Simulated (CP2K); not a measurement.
The system is Os.

```
Os
1.0
     2.73410    0.00000    0.00000
    -1.36705    2.36780    0.00000
     0.00000    0.00000    4.31970
Os
2
Cartesian
  1.3671 0.7893 3.2398
  0.0000 1.5785 1.0799
```

* Program: CP2K 2026.2
* Task: single point
* Functional: PBEsol
* Potentials or basis: POTENTIAL_UZH Os GTH-PBE-q16; TZVP-MOLOPT-PBE-GTH basis
* Density cutoff: 6123 eV
* k mesh: 11 × 11 × 6
* Occupations: fermi-dirac, width 0.05 eV
* Spin: no spin polarisation

On this cell: pressure -3.1 GPa; largest force under 0.003 eV/Å; band gap on the k mesh none (metal or under the smearing width).

The same run follows on a disturbed copy (atoms moved at random, drawn with an rms of 0.05 Å):

```xyz
2
Lattice="2.7341 0.0000 0.0000 -1.3671 2.3678 0.0000 0.0000 0.0000 4.3197" Properties=species:S:1:pos:R:3 pbc="T T T"
Os    1.3643    0.7571    3.2794
Os   -0.0107    1.5745    1.0628
```

Task: What changes?

Result: The energy (extrapolated to zero smearing) moves by +16.0 meV/atom; pressure -2.2 GPa; largest force 1.024 eV/Å; band gap on the k mesh none (metal or under the smearing width).

Forces on the atoms (eV/Å):
```
Os  -0.067  0.233 -0.995
Os   0.067 -0.234  0.994
```

Stress tensor (GPa, compression positive):
```
-3.49  0.20  0.08
 0.20 -2.06 -0.27
 0.08 -0.27 -1.08
```

Caveats: the potentials were made for another functional, which shifts forces and pressure; the basis of atomic orbitals isn't converged, which shifts pressures, moduli and gaps.
